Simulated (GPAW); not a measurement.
Input of a GPAW 26.7.0 run:

The input run.py:

```python
import numpy as np
from ase.dft.bandgap import bandgap
from ase.io import write
from ase.spacegroup import crystal
from gpaw import GPAW, PW
from gpaw.spinorbit import soc_eigenstates

# Hg 4a
# Te 4c
atoms = crystal(['Hg', 'Te'],
                basis=[[0.0, 0.0, 0.0],
                       [0.25, 0.25, 0.25]],
                spacegroup=216, setting=1,  # F-43m
                cellpar=[6.429, 6.429, 6.429, 90.0, 90.0, 90.0],
                primitive_cell=True)

calc = GPAW(mode=PW(600),
            xc={'name': 'optPBE-vdW', 'backend': 'libvdwxc'},
            kpts={'size': (6, 6, 6), 'gamma': True},
            occupations={'name': 'fermi-dirac', 'width': 0.05},
            nbands=18,
            convergence={'density': 1e-05, 'energy': 1e-05},
            maxiter=150,
            txt='gpaw.txt')
atoms.calc = calc
energy = atoms.get_potential_energy()
forces = atoms.get_forces()
calc.write('gs.gpw')
write('result.traj', atoms)
print(f'Energy: {energy:.6f} eV')
print('Forces (eV/A):')
print(forces.round(4))
print('Fermi level:', round(calc.get_fermi_level(), 4), 'eV')
print(f'Gap: {bandgap(calc)[0]:.4f} eV, direct: {bandgap(calc, direct=True)[0]:.4f} eV')

path = atoms.cell.bandpath('GXWKGLUWLK,UX', npoints=100, eps=1e-4)
bs_calc = calc.fixed_density(kpts=path, symmetry='off', nbands=31,
                             convergence={'bands': 'CBM+6.0', 'eigenstates': 1e-6}, txt='bands.txt')
bs = bs_calc.band_structure()
bs.write('bs.json')
print(f'Gap on the path: {bandgap(bs_calc)[0]:.4f} eV')

soc = soc_eigenstates(bs_calc, theta=0, phi=0)
np.savetxt('soc_bands.dat', soc.eigenvalues(), fmt='%.4f')
mesh = soc_eigenstates('gs.gpw', theta=0, phi=0)
np.savetxt('soc_mesh.dat', mesh.eigenvalues(), fmt='%.4f')
print('Fermi level with spin-orbit coupling:', round(mesh.fermi_level, 4), 'eV')
```

Potentials or basis: GPAW PAW data sets (gpaw-data 1.2.1), pw.

The run is started by

```console
$ OMP_NUM_THREADS=1 python run.py
```

Question: What does it give for the band gap along the path?

Answer: None (metal or under the smearing width).

Levels at the corners of the path, in eV from the Fermi level:
```csv
point,band 22,band 23,band 24,band 25,band 26,band 27
Γ,-0.86,-0.01,-0.01,-0.01,-0.01,3.10
X,-2.73,-2.55,-2.55,1.66,1.66,2.16
W,-3.00,-2.87,-2.82,2.69,3.16,4.24
K,-3.29,-2.24,-2.21,1.91,2.07,3.68
Γ,-0.86,-0.01,-0.01,-0.01,-0.01,3.10
L,-1.63,-0.99,-0.99,0.49,0.49,4.49
U,-3.29,-2.24,-2.21,1.91,2.07,3.68
W,-3.00,-2.87,-2.82,2.69,3.16,4.24
L,-1.63,-0.99,-0.99,0.49,0.49,4.49
K,-3.29,-2.24,-2.21,1.91,2.07,3.68
U,-3.29,-2.24,-2.21,1.91,2.07,3.68
X,-2.73,-2.55,-2.55,1.66,1.66,2.16
```

Caveat: spin-orbit coupling was added after a scalar SCF, so levels and gaps hold it while energy, forces, pressure and moments don't; this program's spin-orbit splittings come out too wide for heavy elements; the PAW data sets were made with another functional, which shifts forces and pressure a little.
